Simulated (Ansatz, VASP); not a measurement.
# Cross-check of AlN between VASP and Ansatz, part 2 of 2

One calculation is typed for both programs; each brings its own data sets and cutoff. How far apart do they land? The cell is taken from a series of VASP runs on this material, whose earlier steps may have relaxed, scaled or displaced it; both programs get it as it stands.

VASP 6.6.1 and Ansatz 0.2.0.

So far. Step 4 (Side by side): Among the levels compared at these points, filled levels agree within 43 meV and empty ones within 53 meV.

### 5. Ansatz: band structure, r2SCAN-EpsX with an exact-exchange share of 0.219

Level of this step: Ansatz beside VASP: Kohn-Sham DFT, plane waves, r2SCAN-EpsX (Ansatz).

Levels along a path test the potential and the projectors away from the mesh points.

The cell is taken from a series of VASP runs on this material, whose earlier steps may have relaxed, scaled or displaced it; both programs get it as it stands.

input.yaml reads:

```yaml
crystal:
  lattice:
    - [0.0, 2.1839935596, 2.1839935596]
    - [2.1839935596, 0.0, 2.1839935596]
    - [2.1839935596, 2.1839935596, 0.0]
  atoms:
    - { symbol: Al, position: [0.0, 0.0, 0.0] }
    - { symbol: "N", position: [0.25, 0.25, 0.25] }
hamiltonian:
  xc: { exchange: r2scan, correlation: r2scan, exx: { coeff: 0.219 } }
  pseudopotentials: { kind: paw }
kpoints:
  mp_grid: { grid: [6, 6, 6] }
  band_path:
    path:
      - [0.0, 0.0, 0.0]
      - [0.5, 0.0, 0.5]
      - [0.5, 0.22222, 0.72222]
      - [0.40278, 0.34722, 0.75]
      - [0.125, 0.125, 0.25]
      - [0.27778, 0.27778, 0.27778]
      - [0.55556, 0.38889, 0.55556]
      - [0.58333, 0.25, 0.66667]
      - [0.5, 0.30556, 0.69444]
      - [0.48611, 0.48611, 0.52778]
      - [0.625, 0.25, 0.625]
      - [0.5, 0.0, 0.5]
    npoints: 1
scf:
  occupations: { method: gaussian, width: 0.03 }
  n_extra_bands: 7
output:
  forces: true
  stress: true
  eigenvalues: true
```

On the command line:

```bash
> ansatz run input.yaml --threads 4 --pin off --max-ram 9216MiB --backend cpu --events-out ev --progress --plain --runs-dir out
```

Numbers of over 12 decimals in the logs are rounded to 6 here.

Output:

```text
[...]
Crystal: 2 atoms, lattice volume = 20.835 Å³
Basis set: ecut = 500 eV, 531 PW (Γ), exchange–correlation on 96×96×96 points (64 copies of the dense FFT grid, shifted against one another)
Bands: 11, of which v1, the nominal top of the filled ones, is band 4 counted from 1 (3 counted from 0)
Symmetry: 24 space group operations
[...]
k-points: 16 of 216 (time reversal used)
[...]
P = ⅓ Tr σ = -2.6304 GPa (-26.304 kbar)
--- Band table (eV; the first three rows and the last of 16) ---
  k-point 0: bands = [-11.1544, 5.6427, 5.6427, 5.6427, 12.1268, 21.0581, 21.0581, 21.0581, ... 3 higher]
  k-point 1: bands = [-10.7345, 3.6812, 5.4969, 5.4969, 13.6416, 20.1465, 21.2299, 21.2299, ... 3 higher]
  k-point 2: bands = [-9.7050, 0.7314, 5.2327, 5.2327, 15.1824, 18.9122, 20.0660, 20.0660, ... 3 higher]
  k-point 15: bands = [-8.3222, 0.9843, 2.6291, 2.9946, 13.1627, 18.6535, 21.5587, 21.8853, ... 3 higher]
[key lines of the parts left out:]
Free energy (F): -928.094319 eV
Fermi energy:    8.382572 eV
```

The job ended after 12 s (4 threads of Arm Neoverse V2, shared host; peak memory 0.67 GiB).

### 6. VASP: band structure, r2SCAN-EpsX with an exact-exchange share of 0.219

The same cell, functional, mesh and smearing now go to VASP, with its own data sets and cutoff.

The run reads the wave functions of an earlier VASP run, which isn't shown here.

INCAR reads:

```
SYSTEM = AlN
PREC = Accurate
ENCUT = 460
EDIFF = 1E-06
NELM = 100
ISMEAR = 0
SIGMA = 0.03
LREAL = .FALSE.
ALGO = Normal
LHFCALC = .TRUE.
AEXX = 0.219
METAGGA = R2SCAN
LASPH = .TRUE.
NBANDS = 10
PRECFOCK = Fast
HFRCUT = -1
LORBIT = 11
LWAVE = .FALSE.
LCHARG = .FALSE.
KPAR = 4
```

POSCAR reads:

```
AlN
1.0
    0.0000000000      2.1839935596      2.1839935596
    2.1839935596      0.0000000000      2.1839935596
    2.1839935596      2.1839935596      0.0000000000
Al N
1 1
Direct
    0.0000000000      0.0000000000      0.0000000000
    0.2500000000      0.2500000000      0.2500000000
```

KPOINTS reads:

```
Automatic mesh
0
Gamma
6 6 6
0 0 0
```

KPOINTS_OPT reads:

```
Line mode
10
Line-mode
Reciprocal
  0.00000000   0.00000000   0.00000000 GAMMA
  0.50000000   0.00000000   0.50000000 X

  0.50000000   0.00000000   0.50000000 X
  0.50000000   0.25000000   0.75000000 W

  0.50000000   0.25000000   0.75000000 W
  0.37500000   0.37500000   0.75000000 K

  0.37500000   0.37500000   0.75000000 K
  0.00000000   0.00000000   0.00000000 GAMMA

  0.00000000   0.00000000   0.00000000 GAMMA
  0.50000000   0.50000000   0.50000000 L

  0.50000000   0.50000000   0.50000000 L
  0.62500000   0.25000000   0.62500000 U

  0.62500000   0.25000000   0.62500000 U
  0.50000000   0.25000000   0.75000000 W

  0.50000000   0.25000000   0.75000000 W
  0.50000000   0.50000000   0.50000000 L

  0.50000000   0.50000000   0.50000000 L
  0.37500000   0.37500000   0.75000000 K

  0.62500000   0.25000000   0.62500000 U
  0.50000000   0.00000000   0.50000000 X
```

Potentials, in the order of the species: Al and N (PBE family, release 64).

On the command line:

```bash
> mpirun -np 4 vasp_std
```

Output:

```text
[banner, memory and clock lines left out]
running    4 mpi-ranks, on    1 nodes
[...]
|                                                                             |
|               ----> ADVICE to this user running VASP <----                  |
|                                                                             |
|     You enforced a specific xc type in the INCAR file but a different       |
|     [... a line on the potential file left out ...]
|     I HOPE YOU KNOW WHAT YOU ARE DOING!                                     |
|                                                                             |

 LDA part: xc-table for (None), standard interpolation
 found WAVECAR, reading the header
 POSCAR, INCAR and KPOINTS ok, starting setup
[...]
HFRCUT set to (new)   10.241960
 reading WAVECAR
 the WAVECAR file was read successfully
 initial charge from wavefunction
 entering main loop
       N       E                     dE             d eps       ncg     rms          rms(c)
[...]
DAV:  12    -0.212460803773E+02   -0.30975E-05   -0.74824E-08   172   0.245E-03    0.142E-02
DAV:  13    -0.212460821873E+02   -0.18100E-05   -0.39633E-08   172   0.161E-03    0.520E-03
DAV:  14    -0.212460831579E+02   -0.97062E-06   -0.12717E-08   166   0.100E-03
   1 F= -.21246083E+02 E0= -.21246083E+02  d E =-.292182E-13
 Start KPOINTS_OPT (optional k-point list driver)
k-point batch [1-16\100]
       N       E                     dE             ncg
DAV:   1     0.337875201264E+03   -0.35730E+04      328
DAV:   2    -0.822764322601E+02   -0.42015E+03      390
DAV:   3    -0.977137912957E+02   -0.15437E+02      398
DAV:   4    -0.978704952374E+02   -0.15670E+00      412
DAV:   5    -0.978718100067E+02   -0.13148E-02      374
DAV:   6    -0.978718431418E+02   -0.33135E-04      420
DAV:   7    -0.978718437409E+02   -0.59909E-06      316
[...]
k-point batch [97-100\100]
       N       E                     dE             ncg
DAV:   1     0.396879417433E+04   -0.13684E+04       80
DAV:   2     0.387502048040E+04   -0.93774E+02      104
DAV:   3     0.387230852809E+04   -0.27120E+01       94
DAV:   4     0.387227658605E+04   -0.31942E-01      104
DAV:   5     0.387227623420E+04   -0.35185E-03       96
DAV:   6     0.387227622525E+04   -0.89515E-05      120
DAV:   7     0.387227622518E+04   -0.70502E-07      104
```

Parts of OUTCAR (step 6):

```text
 POSITION                                       TOTAL-FORCE (eV/Angst)
 -----------------------------------------------------------------------------------
      0.00000      0.00000      0.00000         0.000000      0.000000      0.000000
      1.09200      1.09200      1.09200        -0.000000     -0.000000     -0.000000
 -----------------------------------------------------------------------------------
    total drift:                                0.000002      0.000000      0.000001

  FREE ENERGIE OF THE ION-ELECTRON SYSTEM (eV)
  ---------------------------------------------------
  free  energy   TOTEN  =       -21.2460831579 eV

  energy  without entropy=      -21.2460831579  energy(sigma->0) =      -21.24608316

[... 2 parts as in an earlier step ...]

[... 1 further part left out ...]
[key lines of the parts left out:]
E-fermi :   4.7891
```

### 7. Differences

What differs besides the data sets and the points named for the pairs above, as far as they apply: the cutoff is 500 eV in Ansatz and 460 eV in VASP. Total energies have different zeros and are not compared.

Compared:

```
                     quantity  Ansatz   VASP  difference
gap over the path points (eV)   5.480  5.477      +0.003
```

Levels at points of the path, from each program's valence-band top (eV; 3 filled, then empty):

```
k (reciprocal lattice)                         Ansatz                           VASP
     0.000 0.000 0.000      0.00 0.00 0.00 6.48 15.41      0.00 0.00 0.00 6.50 15.37
     0.500 0.000 0.500   -5.30 -1.94 -1.94 5.48 11.17   -5.34 -1.96 -1.96 5.48 11.16
     0.500 0.222 0.722   -4.21 -3.58 -2.82 8.28 13.96   -4.25 -3.60 -2.84 8.29 13.98
     0.403 0.347 0.750   -4.55 -3.88 -1.64 7.58 12.91   -4.59 -3.90 -1.65 7.58 12.92
     0.125 0.125 0.250   -2.37 -0.75 -0.05 8.57 14.35   -2.38 -0.75 -0.05 8.58 14.32
     0.278 0.278 0.278   -4.00 -0.33 -0.33 9.18 13.63   -4.02 -0.33 -0.33 9.18 13.62
     0.556 0.389 0.556   -5.85 -1.86 -0.84 9.98 11.56   -5.88 -1.87 -0.85 9.98 11.57
     0.583 0.250 0.667   -4.51 -3.85 -1.80 7.71 13.01   -4.55 -3.87 -1.81 7.71 13.02
     0.500 0.306 0.694   -4.55 -3.55 -2.20 8.61 13.37   -4.58 -3.57 -2.21 8.62 13.38
     0.486 0.486 0.528  -6.29 -0.63 -0.55 10.03 12.34  -6.32 -0.64 -0.56 10.02 12.35
```

Among the levels compared at these points, filled levels agree within 34 meV and empty ones within 47 meV.

### 8. Outcome

```
difference in gap over the path points (band structure, PBE0)                                              : -2.0e-4 eV
difference in gap over the path points (band structure, r2SCAN-EpsX with an exact-exchange share of 0.219) : 0.0029 eV
```

What this shows: The difference in gap over the path points is 0.0029 eV (band structure, r2SCAN-EpsX with an exact-exchange share of 0.219), within the 0.08 eV picked in this series as the mark of a large difference. How closely two codes agree says nothing of how well the functional describes the real material.

[Lines on the potential files, build, host, timing and source positions are cut from VASP's logs without a mark.]

[Logs are printed without paths, hosts, clocks, repeated set-up lines and the standing remarks that a program may print on its own settings, such as how far it seeks lower states.]

[Hosts, paths, dates, database ids (printed as entryN), source tags and the programs' standing remarks are cut or masked in the printed files.]
